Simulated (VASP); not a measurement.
# A VASP 6.6.1 single-point calculation on KBr

INCAR

```
PREC = Accurate
IBRION = -1
NBANDS = 15
LWAVE = .FALSE.
ISMEAR = -1
ENCUT = 520
NELM = 86
ISIF = 2
NSW = 0
SIGMA = 0.02
EDIFF = 1E-7
LCHARG = .FALSE.
LASPH = .TRUE.
LREAL = .FALSE.
GGA = PE
```

KPOINTS

```
KPOINTS created by Atomic Simulation Environment
0
Monkhorst-Pack
6 6 6
0 0 0
```

POSCAR

```
K  Br
 1.0000000000000000
     0.0000000000000000    3.1601035756000000    3.3377858742000002
     3.1601035756000000    0.0000000000000000    3.3377858742000002
     3.1601035756000000    3.1601035756000000    0.0000000000000000
 K   Br
   1   1
Cartesian
  0.0000000000000000  0.0000000000000000  0.0000000000000000
  3.1601035756000009  3.1601035756000009  3.3377858742000002
```

The recommended PBE PAW datasets give the neutral cell 16 valence electrons.

Command

```
mpirun -np 1 vasp_std
```

OSZICAR

```
N       E                     dE             d eps       ncg     rms          rms(c)
DAV:   1     0.100656132455E+03    0.10066E+03   -0.70160E+03  1890   0.948E+02
DAV:   2    -0.181783303296E+00   -0.10084E+03   -0.92386E+02  2451   0.230E+02
DAV:   3    -0.606050297809E+01   -0.58787E+01   -0.58466E+01  2611   0.497E+01
DAV:   4    -0.630726980418E+01   -0.24677E+00   -0.24670E+00  2847   0.873E+00
DAV:   5    -0.630919043166E+01   -0.19206E-02   -0.19206E-02  2646   0.900E-01    0.367E+00
DAV:   6    -0.614887910139E+01    0.16031E+00   -0.20536E-01  2408   0.226E+00    0.268E+00
DAV:   7    -0.613923079004E+01    0.96483E-02   -0.10922E-01  2569   0.182E+00    0.113E+00
DAV:   8    -0.614701788433E+01   -0.77871E-02   -0.11353E-02  2051   0.804E-01    0.119E-01
DAV:   9    -0.614767021648E+01   -0.65233E-03   -0.61971E-04  2674   0.155E-01    0.762E-02
DAV:  10    -0.614799143912E+01   -0.32122E-03   -0.31995E-04  2030   0.103E-01    0.128E-02
DAV:  11    -0.614801017264E+01   -0.18734E-04   -0.27819E-05  2589   0.325E-02    0.664E-03
DAV:  12    -0.614801153478E+01   -0.13621E-05   -0.27899E-06  2142   0.115E-02    0.163E-03
DAV:  13    -0.614801159314E+01   -0.58355E-07   -0.21387E-07  2674   0.271E-03
   1 F= -.61480116E+01 E0= -.61480116E+01  d E =-.150569E-11
```

Standard output (part)

```
POSCAR found type information on POSCAR K Br
 POSCAR found :  2 types and       2 ions
 LDA part: xc-table for (Slater+PW92), standard interpolation
 POSCAR, INCAR and KPOINTS ok, starting setup
 WAVECAR not read
 entering main loop
```

From OUTCAR

```
k-points           NKPTS =     63   k-points in BZ     NKDIM =     63   number of bands    NBANDS=     15

   NELECT =      16.0000    total number of electrons

   dimension x,y,z NGX =    36 NGY =   36 NGZ =   36
   dimension x,y,z NGXF=    72 NGYF=   72 NGZF=   72

  energy-cutoff  :      520.00
  volume of cell :       66.66
      direct lattice vectors                 reciprocal lattice vectors
     0.000000000  3.160103576  3.337785874    -0.158222662  0.158222662  0.149799903
     3.160103576  0.000000000  3.337785874     0.158222662 -0.158222662  0.149799903
     3.160103576  3.160103576  0.000000000     0.158222662  0.158222662 -0.149799903

 k-points in reciprocal lattice and weights: KPOINTS created by Atomic Simulation Env
   0.08333333  0.08333333  0.08333333       0.009
   0.25000000  0.08333333  0.08333333       0.019
   0.41666667  0.08333333  0.08333333       0.019
  -0.41666667  0.08333333  0.08333333       0.019
  -0.25000000  0.08333333  0.08333333       0.019
  -0.08333333  0.08333333  0.08333333       0.019
   0.25000000  0.25000000  0.08333333       0.009
   0.41666667  0.25000000  0.08333333       0.019
   ...

 E-fermi :  -0.9774

 k-point     1 :       0.0833    0.0833    0.0833
  band No.  band energies     occupation
      1     -29.0455      2.00000
      2     -13.8358      2.00000
      3     -12.5333      2.00000
      4     -12.5313      2.00000
      5     -12.5090      2.00000
      6      -1.5456      2.00000
      7      -1.4636      2.00000
      8      -1.4368      2.00000
      9       3.4080      0.00000
     10       6.0035      0.00000
     11       6.3038      0.00000
     12       6.3981      0.00000
     13       7.0582      0.00000
     14       7.2910      0.00000
     15      10.6642      0.00000

 k-point     2 :       0.2500    0.0833    0.0833
  band No.  band energies     occupation
      1     -29.0429      2.00000
      2     -13.8933      2.00000
      3     -12.5454      2.00000
      4     -12.5327      2.00000
      5     -12.4199      2.00000
      6      -1.9954      2.00000
      7      -1.6018      2.00000
      8      -1.5467      2.00000
      9       4.2400      0.00000
     10       5.9139      0.00000
     11       6.5492      0.00000
     12       7.0553      0.00000
     13       7.4948      0.00000
     14       7.8533      0.00000
     15      11.4184      0.00000

 k-point     3 :       0.4167    0.0833    0.0833
  band No.  band energies     occupation
      1     -29.0388      2.00000
      2     -13.9812      2.00000
      3     -12.5477      2.00000
      4     -12.5379      2.00000
      5     -12.2913      2.00000
      6      -2.5396      2.00000
      7      -1.7829      2.00000
      8      -1.7574      2.00000
      9       5.1897      0.00000
     10       6.5096      0.00000
     11       7.4690      0.00000
     12       8.0102      0.00000
     13       8.3457      0.00000
     14       8.9296      0.00000
     15      10.0027      0.00000

 ...

  Total        1.3567362      1.3567362      0.3461464      0.0000000      0.0000000     -0.0000000
  in kB       32.6073036     32.6073036      8.3191572      0.0000000      0.0000000     -0.0000000
  external PRESSURE =      24.5112548 kB  Pullay stress =       0.0000000 kB

 POSITION                                       TOTAL-FORCE (eV/Angst)
 -----------------------------------------------------------------------------------
      0.00000      0.00000      0.00000         0.000000      0.000000     -0.000000
      3.16010      3.16010      3.33779         0.000000     -0.000000      0.000000
 -----------------------------------------------------------------------------------
    total drift:                                0.000000      0.000000      0.000000

  FREE ENERGIE OF THE ION-ELECTRON SYSTEM (eV)
  ---------------------------------------------------
  free  energy   TOTEN  =        -6.1480115931 eV

  energy  without entropy=       -6.1480115931  energy(sigma->0) =       -6.14801159
```

It converged. Results: gap between bands v and c on the k mesh 4.84 eV; least direct gap on the k mesh 4.84 eV; pressure 2.5 GPa. Band v is the last that the valence electrons fill when counted band by band, and c is the next.

The shifted mesh misses Γ, so a band edge there is missed.

For comparison, a separate PBE run of the intended cell, on usual settings and not on those above, gives a gap of 4.62 eV on its mesh and a pressure of 2.5 GPa.

The run above took about 78 s on one core of a shared host (Intel Xeon Platinum 8488C) and held 0.24 GiB at most.
